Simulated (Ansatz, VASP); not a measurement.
## CoSi2 in VASP and in Ansatz

```
CELL_PARAMETERS angstrom
0.00000 2.67974 2.67974
2.67974 0.00000 2.67974
2.67974 2.67974 0.00000
ATOMIC_POSITIONS crystal
Co 0.00000 0.00000 0.00000
Si 0.75000 0.75000 0.75000
Si 0.25000 0.25000 0.25000
```

Alike in both runs: functional PBE; k mesh 16 × 16 × 16; occupations gaussian, width 0.1 eV; no spin polarisation.

Ansatz relaxed the structure, and its values are those at the end. VASP's run is a single point on that final structure, the one shown.

|  | VASP | Ansatz |
| --- | --- | --- |
| version | VASP 6.6.1 | Ansatz 0.2.0 |
| potentials or method | VASP PAW PBE potentials, release 64 (Co, Si) | scalar-relativistic, plane waves, PAW |
| plane-wave cutoff (eV) | 520 | 420 |
| valence electrons in the cell | 17 | 25 |

Ansatz gave:

- gap on the k mesh at the Fermi level (eV): none
- pressure (GPa): 0.0

**Question.** Which values does VASP return?

**Answer.** gap on the k mesh at the Fermi level (eV): none; pressure (GPa): -0.1.

A gap of «none» marks a metal or a gap that the smearing closes. The two sets of potentials don't hold the same shells in valence.

Spin polarisation is off, so any magnetic state and its effect on volume and gap are missing.
